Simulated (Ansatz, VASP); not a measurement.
Au in VASP and in Ansatz

The input INCAR:

```
SYSTEM = Au
PREC = Accurate
ENCUT = 520
EDIFF = 1E-6
ISMEAR = 0
SIGMA = 0.15
LREAL = .False.
LASPH = .True.
NELM = 80
ALGO = Normal
ISIF = 2
LWAVE = .False.
LCHARG = .False.
GGA = PS
NBANDS = 12
```

File KPOINTS:

```
Automatic mesh
0
Gamma
  20 20 20
  0 0 0
```

The input POSCAR:

```
Au
1.0
    0.0000000000      1.9636800000      1.8818600000
    1.9636800000      0.0000000000      1.8818600000
    1.9636800000      1.9636800000      0.0000000000
Au
1
Direct
    0.0000000000      0.0000000000      0.0000000000
```

Input for Ansatz:

```yaml
crystal:
  lattice:
    - [0.0, 1.96368, 1.88186]
    - [1.96368, 0.0, 1.88186]
    - [1.96368, 1.96368, 0.0]
  atoms:
    - { symbol: Au, position: [0.0, 0.0, 0.0] }
basis:
  ecutwfc: 420
kpoints:
  mp_grid: { grid: [20, 20, 20] }
hamiltonian:
  xc: pbesol
scf:
  occupations: { method: gaussian, width: 0.15 }
output:
  forces: true
  stress: true
  eigenvalues: true
```

Change from the starting cell: strain -0.040 along x and y, -0.080 along z, atoms carried along.

Alike in both runs: task single point; functional PBEsol; k mesh 20 × 20 × 20; occupations gaussian, width 0.15 eV; no spin polarisation.

|  | VASP | Ansatz |
| --- | --- | --- |
| version | VASP 6.6.1 | Ansatz 0.2.0 |
| potentials or method | VASP PAW PBE potentials, release 64 (Au) | scalar-relativistic, plane waves, PAW |
| plane-wave cutoff (eV) | 520 | 420 |
| valence electrons in the cell | 11 | 19 |

Ansatz gave:

- gap on the k mesh at the Fermi level (eV): none
- pressure (GPa): 43.8
- largest component of the traceless stress (GPa): 1.24

What did VASP give for the same quantities?

gap on the k mesh at the Fermi level (eV): none; pressure (GPa): 43.4; largest component of the traceless stress (GPa): 1.25.

A gap of «none» marks a metal or a gap that the smearing closes. The functional is the same, so the differences come from potentials, cutoffs and numerics. The two sets of potentials don't hold the same shells in valence.

Caveats: so large a pressure means that the cell lies far from this level's equilibrium, or that cutoff or potentials fall short (VASP); the potentials were made for another functional, which shifts forces and pressure (VASP). Spin-orbit coupling is left out, which matters for the levels of Au.
